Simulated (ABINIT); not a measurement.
# SnTe: single point with LDA

Crystal: SnTe.

```xyz
2
Lattice="0.0000 3.1509 3.1509 3.1509 0.0000 3.1509 3.1509 3.1509 0.0000" Properties=species:S:1:pos:R:3 pbc="T T T"
Te    3.1509    3.1509    3.1509
Sn    0.0000    0.0000    0.0000
```

```yaml
Program: ABINIT 10.8.3 (patched build)
Task: single point
Functional: LDA
Potentials_or_basis: JTH PAW LDA v2.0
Cutoff: 408 eV
k_mesh: 9 × 9 × 9
Occupations: fermi-dirac, width 0.05 eV
Spin: no spin polarisation
```

```json
{
  "Valence electrons inside the program's atomic spheres": "Te 3.16; Sn 11.83"
}
```

Levels at points of the mesh, in eV from the Fermi level:
```
           k point  band 8  band 9  band 10  band 11  band 12  band 13
(0.00, 0.00, 0.00)   -2.11   -2.11    -2.11     3.37     3.37     3.37
```

Wall time 17 s on 1 thread of Arm Neoverse V1, with other jobs on the host, peak memory 0.12 GiB.

Caveat: this odd mesh misses L, where the gap lies, so gap, dielectric constants and Born charges aren't listed. The run has no spin-orbit coupling, so splittings on Te are missing.
